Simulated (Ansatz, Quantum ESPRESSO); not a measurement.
Moving the pressure in Rh

The cell as given:

Symmetry: P6_3/mmc, No. 194, hexagonal system. Conventional cell: a = 2.731 Å, b = 2.731 Å, c = 4.428 Å, α = 90.00°, β = 90.00°, γ = 120.00°. Around Rh (site symmetry -6m2) lie 12 Rh at 2.72 to 2.73 Å.

This isn't the form of Rh at room conditions, which is fcc.

Kept alike: task relaxation of cell and atoms; functional PBEsol; k mesh 11 × 11 × 6; occupations fermi-dirac, width 0.05 eV; no spin polarisation. Program: Ansatz, all-electron LAPW, scalar-relativistic. The mesh is that of the run's cell of 2 atoms. No spin-orbit coupling.

| pressure, P (GPa) | volume (Å³/atom) | first edge of the run's cell (Å) | third edge of the run's cell (Å) |
| --- | --- | --- | --- |
| 0 | 13.556 | 2.686 | 4.339 |
| 5 | 13.336 | 2.671 | 4.317 |
| 10 | 13.135 | 2.657 | 4.297 |
| 20 | 12.781 | 2.632 | 4.260 |
| 30 | 12.476 | 2.611 | 4.228 |

The relaxations keep at least the cell's symmetry (P6_3/mmc). For a metal such a mesh leaves the last digits unconverged. The runs follow the start's structure, whether or not it is the stable one at these pressures. P is the pressure aimed at, which the runs meet within some hundredths to tenths of a GPa.

The volume falls from 13.556 to 12.476 Å³/atom between 0 and 30 GPa. The volume falls ever more slowly, since the solid stiffens under load. At the pressures aimed at, which the runs meet within some tenths of a GPa, the step from 0 to 5 GPa gives a mean bulk modulus near 306 GPa, the last step 414 GPa. A twin series (Quantum ESPRESSO, GBRV 1.5 PBEsol) moves it by -1.0780 between 0 and 30, against -1.0800 Å³/atom here. The first edge of the run's cell falls from 2.686 to 2.611 Å between 0 and 30 GPa. A twin series (Quantum ESPRESSO, GBRV 1.5 PBEsol) moves it by -0.0749 between 0 and 30, against -0.0754 Å here. The third edge of the run's cell falls from 4.339 to 4.228 Å between 0 and 30 GPa. A twin series (Quantum ESPRESSO, GBRV 1.5 PBEsol) moves it by -0.1121 between 0 and 30, against -0.1119 Å here.
